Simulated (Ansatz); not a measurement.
## Al(111) with 4 layers of random Al-Li, 2x2: scattering by chemical disorder

How strongly does chemical disorder scatter in Al(111) with 4 layers of random Al-Li, 2x2?

Method: Ansatz plane-wave DFT, PBE, PAW files; ballistic transport by layer matching (Landauer), zero bias; PAW set soft_1, in Ansatz 0.2.0.

## (1) Starting point

The cell holds 40 atoms: 38 Al and 2 Li. Cell: a = 5.725 Å, b = 5.725 Å, c = 23.429 Å, α = 93.5°, β = 86.5°, γ = 120.0°. It derives from Al. Regions: lead, 24 atoms (24 Al); scattering region, 16 atoms (14 Al and 2 Li). The structure is stacked along c, and the current runs across the ab planes.

## (2) With 4 alloy layers

In 4 layers a share of 0.125 of the sites is given to Li at random. The layers about the cell's end stay perfect and serve as the lead. Energies from -0.05 to 0.05 eV in steps of 0.05 eV are too few for the program's thermal sum, so it prints no conductance; for a metal the transmission near the Fermi level serves, at a fraction of the cost.

The input, input.yaml:

```yaml
crystal:
  lattice:
    - [5.7246940741, 0.0, 0.0]
    - [-2.862347037, 4.957730497, 0.0]
    - [1.4311735185, -0.8262884162, 23.3709656917]
  atoms:
    - { symbol: Al, position: [0.9916666667, 0.0083333333, 0.05] }
    - { symbol: Al, position: [0.9916666667, 0.5083333333, 0.05] }
    - { symbol: Al, position: [0.4916666667, 0.0083333333, 0.05] }
    - { symbol: Al, position: [0.4916666667, 0.5083333333, 0.05] }
    - { symbol: Al, position: [0.1416666667, 0.3583333333, 0.15] }
    - { symbol: Al, position: [0.1416666667, 0.8583333333, 0.15] }
    - { symbol: Al, position: [0.6416666667, 0.3583333333, 0.15] }
    - { symbol: Al, position: [0.6416666667, 0.8583333333, 0.15] }
    - { symbol: Al, position: [0.2916666667, 0.2083333333, 0.25] }
    - { symbol: Al, position: [0.2916666667, 0.7083333333, 0.25] }
    - { symbol: Al, position: [0.7916666667, 0.2083333333, 0.25] }
    - { symbol: Al, position: [0.7916666667, 0.7083333333, 0.25] }
    - { symbol: Al, position: [0.9416666667, 0.0583333333, 0.35] }
    - { symbol: Al, position: [0.9416666667, 0.5583333333, 0.35] }
    - { symbol: Al, position: [0.4416666667, 0.0583333333, 0.35] }
    - { symbol: Al, position: [0.4416666667, 0.5583333333, 0.35] }
    - { symbol: Al, position: [0.0916666667, 0.4083333333, 0.45] }
    - { symbol: Al, position: [0.0916666667, 0.9083333333, 0.45] }
    - { symbol: Al, position: [0.5916666667, 0.4083333333, 0.45] }
    - { symbol: Al, position: [0.5916666667, 0.9083333333, 0.45] }
    - { symbol: Al, position: [0.2416666667, 0.2583333333, 0.55] }
    - { symbol: Al, position: [0.2416666667, 0.7583333333, 0.55] }
    - { symbol: Al, position: [0.7416666667, 0.2583333333, 0.55] }
    - { symbol: Al, position: [0.7416666667, 0.7583333333, 0.55] }
    - { symbol: Li, position: [0.8916666667, 0.1083333333, 0.65] }
    - { symbol: Al, position: [0.8916666667, 0.6083333333, 0.65] }
    - { symbol: Al, position: [0.3916666667, 0.1083333333, 0.65] }
    - { symbol: Li, position: [0.3916666667, 0.6083333333, 0.65] }
    - { symbol: Al, position: [0.0416666667, 0.4583333333, 0.75] }
    - { symbol: Al, position: [0.0416666667, 0.9583333333, 0.75] }
    - { symbol: Al, position: [0.5416666667, 0.4583333333, 0.75] }
    - { symbol: Al, position: [0.5416666667, 0.9583333333, 0.75] }
    - { symbol: Al, position: [0.1916666667, 0.3083333333, 0.85] }
    - { symbol: Al, position: [0.1916666667, 0.8083333333, 0.85] }
    - { symbol: Al, position: [0.6916666667, 0.3083333333, 0.85] }
    - { symbol: Al, position: [0.6916666667, 0.8083333333, 0.85] }
    - { symbol: Al, position: [0.8416666667, 0.1583333333, 0.95] }
    - { symbol: Al, position: [0.8416666667, 0.6583333333, 0.95] }
    - { symbol: Al, position: [0.3416666667, 0.1583333333, 0.95] }
    - { symbol: Al, position: [0.3416666667, 0.6583333333, 0.95] }
kpoints:
  mp_grid: { grid: [5, 5, 1] }
hamiltonian:
  xc: pbe
  pseudopotentials: { kind: paw, azcp: { folder: soft_1 } }
scf:
  occupations: { method: fermi_dirac, width: 0.1 }
output:
  transmission:
    leads: [[0, 4]]
    kmesh: [10, 10]
    e_range: [-0.05, 0.05]
    de: 0.05
  write_potential: true
  write_density: true
  volumetric_format: npy
```

The run is started by

```console
> ansatz run input.yaml --threads 4 --pin off --max-ram 15360MiB --backend cpu --events-out ev --progress --plain --runs-dir out
```

Numbers of over 12 decimals in the logs are rounded to 6 here.

The log of the run:

```text
Engine: ansatz 0.2.0, x86_64-unknown-linux-gnu
Pseudopotentials: kind: paw
Pseudopotential: Al, paw, valence charge 3, recommended cutoff 420 eV (normal), soft_1/Al.paw.azcp
Pseudopotential: Li, paw, valence charge 3, recommended cutoff 420 eV (normal), soft_1/Li.paw.azcp
Functional definition: PBE
  parameter kappa = 0.804
  parameter beta = 0.066725
  exchange = pbe_x(kappa = kappa, mu = beta*pi^2/3)
  correlation = pbe_c(beta = beta)
Crystal: 40 atoms, lattice volume = 663.303 Å³
Basis set: ecut = 420 eV, 13043 PW (Γ)
Bands: 100, of which v1, the nominal top of the filled ones, is band 60 counted from 1 (59 counted from 0)
Symmetry: 8 space group operations
Space group: P2/m (ITA 10), of the structure as read, at distance tolerance 8.7e-5 Å
k-points: 9 of 25
Non-local potential: Al, projectors of the file, l = 0: 2, l = 1: 2, l = 2: 1
Non-local potential: Li, projectors of the file, l = 0: 3, l = 1: 2, l = 2: 1
PAW form: soft (Blöchl's): semilocal exchange-correlation on the pseudo side does not see the compensation charge
PAW one-centre angular grid: Al, 110 points (default); XC on 64 Gauss nodes
PAW one-centre angular grid: Li, 110 points (default); XC on 96 Gauss nodes
Initial density: superposition of atomic densities (chi_scale 0.1, normalization cell, long waves kept (reshape's long-wave potential 0.96 eV rms))
Initial wavefunctions: pseudopotential atomic-orbital guess
Functional: x = pbe(κ = 0.804, μ = 0.219515), c = pbe(β = 0.066725)
SCF iter   1: F=—  HF=-20845.707638 eV  |F-HF|=—  |Δ(HF+E_count)|=         —  Δρ=3.35e-2  dr2=4.94e2  ethr=3.10e-3  ⟨swp⟩=7.4  Hψ=4768  notcnv=0  defer=24
preconditioner: auto → Kerker (q_TF=auto, 2.052 Å⁻¹)  [metal: Δε(μ)=0.032 eV  Ē_g=6.677 eV  σ=0.100 eV  W_gap=0.08  n_scr=86 (ndim 8)  ℏωp=15.5 eV  f_vac=0.000  D(μ)=17.60/eV (n_scr^D=94)]
SCF iter   2: F=—  HF=-20838.456027 eV  |F-HF|=—  |Δ(HF+E_count)|=    7.25e0  Δρ=1.91e-2  dr2=1.19e2  ethr=3.10e-3  ⟨swp⟩=3.1  Hψ=1282  notcnv=0  defer=81
SCF iter   3: F=—  HF=-20835.289211 eV  |F-HF|=—  |Δ(HF+E_count)|=    3.17e0  Δρ=3.89e-3  dr2=1.91e0  ethr=3.10e-3  ⟨swp⟩=3.9  Hψ=1596  notcnv=0  defer=77
SCF iter   4: F=—  HF=-20835.194579 eV  |F-HF|=—  |Δ(HF+E_count)|=   9.46e-2  Δρ=8.40e-4  dr2=1.86e-1  ethr=1.60e-3  ⟨swp⟩=1.7  Hψ=955  notcnv=0  defer=73
SCF iter   5: F=—  HF=-20835.191181 eV  |F-HF|=—  |Δ(HF+E_count)|=   3.40e-3  Δρ=1.47e-4  dr2=4.78e-4  ethr=1.55e-4  ⟨swp⟩=1.0  Hψ=852  notcnv=0  defer=73
SCF iter   6: F=—  HF=-20835.191128 eV  |F-HF|=—  |Δ(HF+E_count)|=   5.28e-5  Δρ=3.81e-5  dr2=3.02e-4  ethr=3.99e-7  ⟨swp⟩=2.0  Hψ=1391  notcnv=0  defer=73
SCF iter   7: F=—  HF=-20835.191122 eV  |F-HF|=—  |Δ(HF+E_count)|=   6.13e-6  Δρ=1.47e-5  dr2=6.72e-5  ethr=2.51e-7  ⟨swp⟩=1.0  Hψ=827  notcnv=0  defer=73
SCF iter   8: F=—  HF=-20835.191142 eV  |F-HF|=—  |Δ(HF+E_count)|=   2.06e-5  Δρ=3.68e-6  dr2=4.82e-6  ethr=5.60e-8  ⟨swp⟩=1.0  Hψ=868  notcnv=0  defer=73
SCF iter   9: F=—  HF=-20835.191142 eV  |F-HF|=—  |Δ(HF+E_count)|=   1.09e-7  Δρ=5.66e-7  dr2=1.25e-7  ethr=4.02e-9  ⟨swp⟩=1.0  Hψ=827  notcnv=0  defer=73
SCF iter  10: F=-20835.191142 eV  HF=-20835.191142 eV  |F-HF|=1.40e-9  |Δ(HF+E_count)|=   2.70e-9  Δρ=8.98e-8  dr2=1.44e-9  ethr=8.33e-11  ⟨swp⟩=15.2  Hψ=3521  notcnv=0
SCF 1 converged in 10 iterations: F = -20835.191142 eV  dr2 = 1.44e-9
  greatest PAW one-centre occupation: 1.000 electrons in one spin orbital (limit 2), on the Li atom at site 27 (counted from 0), in its partial waves of l = 0
transmission: 96 of 899 steps passed
transmission: 183 of 899 steps passed
[...]
transmission: 899 of 899 steps passed
SCF converged after 10 iterations
Free energy (F): -20835.191142 eV
Harris-Foulkes:  -20835.191142 eV  (|F-HF|=1.40e-9)
Internal energy: -20834.649558 eV  (E = F + TS)
E sigma→0 (E₀):  -20834.920350 eV
Entropy (-TS):   -0.541584 eV (-13.540 meV/atom)
Fermi energy:    7.610076 eV
--- Per-component energies (eV) ---
  E_band       = 220.645494
  E_kinetic    = 881.359576
  E_local      = 127.945175  (includes V_loc(G=0)·N_el)
  E_nonlocal   = 341.139369
  E_hartree    = 82.296777
  E_xc         = -1446.198181
  E_vxc        = -1126.540528  (∫ρ·V_xc dr)
  E_paw        = -17885.481742  (= ΣΔE_a)
  E_vpaw       = -167.852032  (= ΣTr[D̂ρ^β])
  E_aug_tail   = 0.000434  (compensation charges beyond the density's cutoff)
  E_ewald      = -2935.710966
  E_smearing   = -0.541584  (= −TS)
  E_closure    = -0.000000  (closes the sum)
  Σ components = -20835.191142   (vs F -20835.191142, Δ=0.00e0)
--- Band table (eV; the first three rows and the last of 9) ---
  k-point 0: bands = [... 56 lower, 6.0543, 6.1949, 6.5235, 6.5264, 6.6869, 6.7386, 6.7854, 7.0059, ... 36 higher]
  k-point 1: bands = [... 56 lower, 6.4236, 6.4778, 6.7333, 6.8296, 6.9101, 7.1615, 7.3164, 7.3352, ... 36 higher]
  k-point 2: bands = [... 56 lower, 7.5361, 7.6517, 7.7345, 7.7969, 7.8593, 7.8691, 7.9814, 8.0213, ... 36 higher]
  k-point 8: bands = [... 56 lower, 7.6179, 7.6379, 7.6901, 7.7167, 7.8036, 7.8309, 7.9784, 7.9926, ... 36 higher]
--- Transmission ---
  basis      : 253 plane waves across, 29 finite elements along
  points     : 31, standing for a mesh of 10 x 10
  energies   : 3 from -0.050000 to 0.050000 eV about the Fermi level, 0.050000 eV apart; the leads are filled to 0.000000 eV, and channels, transmission and decay are at 0.000000 eV
  crystal 0  : Al4, at the sites [0, 4], period 2.3371 Å, over 21.03 Å; its Hamiltonian steps by up to 23.0 meV
    offset         : up to 0.0000 Å between an atom of the period and one for which it stands
    channels       : 5.390000e0 a spin
    conductance    : none, the energies end too early or step too widely for 300 K: set another output.transmission.e_range or a lower de, or, where they end at an eighth of basis.ecutwfc, a higher one
  junction   : crystal 0 to crystal 0, 3.98 to 25.01 Å
    transmission   : 3.875333e0 a spin
    conductance    : none, the energies end too early or step too widely for 300 K: set another output.transmission.e_range or a lower de, or, where they end at an eighth of basis.ecutwfc, a higher one
```

Run time: 2.2 min. Hardware: 4 threads of Intel Xeon Platinum 8488C (Sapphire Rapids), shared host; peak memory 2.1 GiB.

This step gave:

| Quantity | Value |
| --- | --- |
| free energy | -20835.1911 eV |
| energy at zero smearing | -20834.9203 eV |
| Fermi energy | 7.610 eV |
| cell area | 28.38 Å² |
| transmission per spin nearest the Fermi level | 3.875 |
| open channels per spin nearest the Fermi level | 5.39 |
| step of the lead's potential | 23 meV |

Per spin. The transmission, zone mean by energy, zero at the Fermi level:

```csv
energy (eV),"transmission, zone mean"
-0.0500,3.82
0.0000,3.88
0.0500,3.96
```

Per spin. The open channels, zone mean, lead by energy, zero at the Fermi level:

```csv
energy (eV),"open channels, zone mean, lead"
-0.0500,5.23
0.0000,5.39
0.0500,5.59
```

Transmission over k1 and k2. At 0.0000 eV from the Fermi level.

Ten even steps from '_' (1.99) to '@' (5.12):
```
++##%%####**++::--__
--%%::%%@@--**------
==##%%%%%%@@%%**--::
++##@@%%****##%%**++
++**--@@**@@**@@--**
++++**%%##****%%@@##
==::--**%%@@%%%%%%##
--------**--@@%%::%%
++__--::++**####%%##
**++--==++++++==--++
```
Columns: k1 (b1) from -0.5 to 0.4; rows upwards: k2 (b2) from -0.5 to 0.4.

Open channels over k1 and k2. At 0.0000 eV from the Fermi level.

Ten even steps from '_' (3.00) to '@' (7.00):
```
++####++####++__::__
::##::@@@@++##::::::
::++@@@@@@@@@@++::__
++##@@@@####@@@@##++
::##++@@##@@##@@++##
++++##@@@@####@@@@##
::__::++@@@@@@@@@@++
::::::::##++@@@@::##
++__::__++####++####
::++::::++::++::::++
```
Columns: k1 (b1) from -0.5 to 0.4; rows upwards: k2 (b2) from -0.5 to 0.4.

Over the solved energies the transmission per spin lies between 3.82 and 3.96, out of 5.40 channels of the lead on average (up to 5.59).

## (3) With 8 alloy layers

In 8 layers a share of 0.125 of the sites is given to Li at random. A fresh draw is used; the growth of the resistance with length is what counts.

System of this step: Al(111) with 8 layers of random Al-Li, 2x2. The cell holds 56 atoms: 52 Al and 4 Li. Its edges and angles: a = 5.725 Å, b = 5.725 Å, c = 32.761 Å, α = 87.5°, β = 92.5°, γ = 120.0°. It derives from Al. Regions: lead, 24 atoms (24 Al); scattering region, 32 atoms (28 Al and 4 Li). The structure is stacked along c, and the current runs across the ab planes.

The input, input.yaml:

```yaml
crystal:
  lattice:
    - [5.7246940741, 0.0, 0.0]
    - [-2.862347037, 4.957730497, 0.0]
    - [-1.4311735185, 0.8262884162, 32.7193519684]
  atoms:
    - { symbol: Al, position: [0.005952381, 0.994047619, 0.0357142857] }
    - { symbol: Al, position: [0.005952381, 0.494047619, 0.0357142857] }
    - { symbol: Al, position: [0.505952381, 0.994047619, 0.0357142857] }
    - { symbol: Al, position: [0.505952381, 0.494047619, 0.0357142857] }
    - { symbol: Al, position: [0.1845238095, 0.3154761905, 0.1071428571] }
    - { symbol: Al, position: [0.1845238095, 0.8154761905, 0.1071428571] }
    - { symbol: Al, position: [0.6845238095, 0.3154761905, 0.1071428571] }
    - { symbol: Al, position: [0.6845238095, 0.8154761905, 0.1071428571] }
    - { symbol: Al, position: [0.3630952381, 0.1369047619, 0.1785714286] }
    - { symbol: Al, position: [0.3630952381, 0.6369047619, 0.1785714286] }
    - { symbol: Al, position: [0.8630952381, 0.1369047619, 0.1785714286] }
    - { symbol: Al, position: [0.8630952381, 0.6369047619, 0.1785714286] }
    - { symbol: Al, position: [0.0416666667, 0.9583333333, 0.25] }
    - { symbol: Al, position: [0.0416666667, 0.4583333333, 0.25] }
    - { symbol: Li, position: [0.5416666667, 0.9583333333, 0.25] }
    - { symbol: Al, position: [0.5416666667, 0.4583333333, 0.25] }
    - { symbol: Al, position: [0.2202380952, 0.2797619048, 0.3214285714] }
    - { symbol: Al, position: [0.2202380952, 0.7797619048, 0.3214285714] }
    - { symbol: Al, position: [0.7202380952, 0.2797619048, 0.3214285714] }
    - { symbol: Al, position: [0.7202380952, 0.7797619048, 0.3214285714] }
    - { symbol: Al, position: [0.3988095238, 0.1011904762, 0.3928571429] }
    - { symbol: Al, position: [0.3988095238, 0.6011904762, 0.3928571429] }
    - { symbol: Al, position: [0.8988095238, 0.1011904762, 0.3928571429] }
    - { symbol: Al, position: [0.8988095238, 0.6011904762, 0.3928571429] }
    - { symbol: Al, position: [0.0773809524, 0.9226190476, 0.4642857143] }
    - { symbol: Al, position: [0.0773809524, 0.4226190476, 0.4642857143] }
    - { symbol: Al, position: [0.5773809524, 0.9226190476, 0.4642857143] }
    - { symbol: Al, position: [0.5773809524, 0.4226190476, 0.4642857143] }
    - { symbol: Li, position: [0.255952381, 0.244047619, 0.5357142857] }
    - { symbol: Al, position: [0.255952381, 0.744047619, 0.5357142857] }
    - { symbol: Al, position: [0.755952381, 0.244047619, 0.5357142857] }
    - { symbol: Al, position: [0.755952381, 0.744047619, 0.5357142857] }
    - { symbol: Al, position: [0.4345238095, 0.0654761905, 0.6071428571] }
    - { symbol: Al, position: [0.4345238095, 0.5654761905, 0.6071428571] }
    - { symbol: Al, position: [0.9345238095, 0.0654761905, 0.6071428571] }
    - { symbol: Al, position: [0.9345238095, 0.5654761905, 0.6071428571] }
    - { symbol: Al, position: [0.1130952381, 0.8869047619, 0.6785714286] }
    - { symbol: Al, position: [0.1130952381, 0.3869047619, 0.6785714286] }
    - { symbol: Li, position: [0.6130952381, 0.8869047619, 0.6785714286] }
    - { symbol: Al, position: [0.6130952381, 0.3869047619, 0.6785714286] }
    - { symbol: Al, position: [0.2916666667, 0.2083333333, 0.75] }
    - { symbol: Al, position: [0.2916666667, 0.7083333333, 0.75] }
    - { symbol: Al, position: [0.7916666667, 0.2083333333, 0.75] }
    - { symbol: Li, position: [0.7916666667, 0.7083333333, 0.75] }
    - { symbol: Al, position: [0.4702380952, 0.0297619048, 0.8214285714] }
    - { symbol: Al, position: [0.4702380952, 0.5297619048, 0.8214285714] }
    - { symbol: Al, position: [0.9702380952, 0.0297619048, 0.8214285714] }
    - { symbol: Al, position: [0.9702380952, 0.5297619048, 0.8214285714] }
    - { symbol: Al, position: [0.1488095238, 0.8511904762, 0.8928571429] }
    - { symbol: Al, position: [0.1488095238, 0.3511904762, 0.8928571429] }
    - { symbol: Al, position: [0.6488095238, 0.8511904762, 0.8928571429] }
    - { symbol: Al, position: [0.6488095238, 0.3511904762, 0.8928571429] }
    - { symbol: Al, position: [0.3273809524, 0.1726190476, 0.9642857143] }
    - { symbol: Al, position: [0.3273809524, 0.6726190476, 0.9642857143] }
    - { symbol: Al, position: [0.8273809524, 0.1726190476, 0.9642857143] }
    - { symbol: Al, position: [0.8273809524, 0.6726190476, 0.9642857143] }
kpoints:
  mp_grid: { grid: [5, 5, 1] }
hamiltonian:
  xc: pbe
  pseudopotentials: { kind: paw, azcp: { folder: soft_1 } }
scf:
  occupations: { method: fermi_dirac, width: 0.1 }
output:
  transmission:
    leads: [[0, 4]]
    kmesh: [10, 10]
    e_range: [-0.05, 0.05]
    de: 0.05
  write_potential: true
  write_density: true
  volumetric_format: npy
```

The log of the run:

```text
[...]
Crystal: 56 atoms, lattice volume = 928.624 Å³
Basis set: ecut = 420 eV, 18271 PW (Γ)
Bands: 140, of which v1, the nominal top of the filled ones, is band 84 counted from 1 (83 counted from 0)
Symmetry: 2 space group operations
[...]
k-points: 9 of 25 (time reversal used)
[...]
SCF iter   1: F=—  HF=-28783.667062 eV  |F-HF|=—  |Δ(HF+E_count)|=         —  Δρ=3.18e-2  dr2=1.10e3  ethr=3.10e-3  ⟨swp⟩=7.9  Hψ=6772  notcnv=0  defer=50
[...]
SCF iter  10: F=-28770.597643 eV  HF=-28770.597643 eV  |F-HF|=5.42e-10  |Δ(HF+E_count)|=   2.50e-9  Δρ=1.09e-7  dr2=6.14e-10  ethr=5.95e-11  ⟨swp⟩=16.0  Hψ=5512  notcnv=0
SCF 1 converged in 10 iterations: F = -28770.597643 eV  dr2 = 6.14e-10
[...]
transmission: 132 of 1271 steps passed
transmission: 255 of 1271 steps passed
[...]
transmission: 1271 of 1271 steps passed
SCF converged after 10 iterations
Free energy (F): -28770.597643 eV
[...]
Internal energy: -28769.862384 eV  (E = F + TS)
E sigma→0 (E₀):  -28770.230013 eV
Entropy (-TS):   -0.735259 eV (-13.130 meV/atom)
Fermi energy:    7.481212 eV
[...]
--- Band table (eV; the first three rows and the last of 9) ---
  k-point 0: bands = [... 80 lower, 6.1718, 6.2388, 6.2668, 6.3601, 6.3974, 6.7058, 6.8271, 6.8720, ... 52 higher]
  k-point 1: bands = [... 80 lower, 6.5382, 6.5800, 6.6505, 6.7804, 6.8851, 6.9597, 7.0484, 7.1344, ... 52 higher]
  k-point 2: bands = [... 80 lower, 7.5113, 7.6168, 7.6545, 7.6873, 7.7401, 7.7860, 7.8141, 7.9113, ... 52 higher]
  k-point 8: bands = [... 80 lower, 7.5819, 7.5992, 7.6445, 7.6733, 7.6938, 7.7850, 7.8112, 7.8688, ... 52 higher]
--- Transmission ---
  basis      : 253 plane waves across, 41 finite elements along
  points     : 31, standing for a mesh of 10 x 10
[...]
channels       : 5.590000e0 a spin
[...]
junction   : crystal 0 to crystal 0, 0.70 to 31.08 Å
    transmission   : 3.510062e0 a spin
[...]
```

The job ended after 3.2 min (4 threads; peak memory 2.9 GiB).

This step gave:

* free energy: -28770.5976 eV
* energy at zero smearing: -28770.2300 eV
* Fermi energy: 7.481 eV
* transmission per spin nearest the Fermi level: 3.510
* open channels per spin nearest the Fermi level: 5.59
* step of the lead's potential: 11.2 meV

Per spin. Transmission, zone mean against energy, zero at the Fermi level:

```csv
energy (eV),"transmission, zone mean"
-0.0500,3.44
0.0000,3.51
0.0500,3.48
```

Over the solved energies the transmission per spin lies between 3.44 and 3.51, out of 5.53 channels of the lead on average (up to 5.59).

[end of part 1 of 2]

[Logs are printed without paths, hosts, clocks, repeated set-up lines and the standing remarks that a program may print on its own settings, such as how far it seeks lower states.]

[Hosts, paths, dates, database ids (printed as entryN), source tags and the programs' standing remarks are cut or masked in the printed files.]
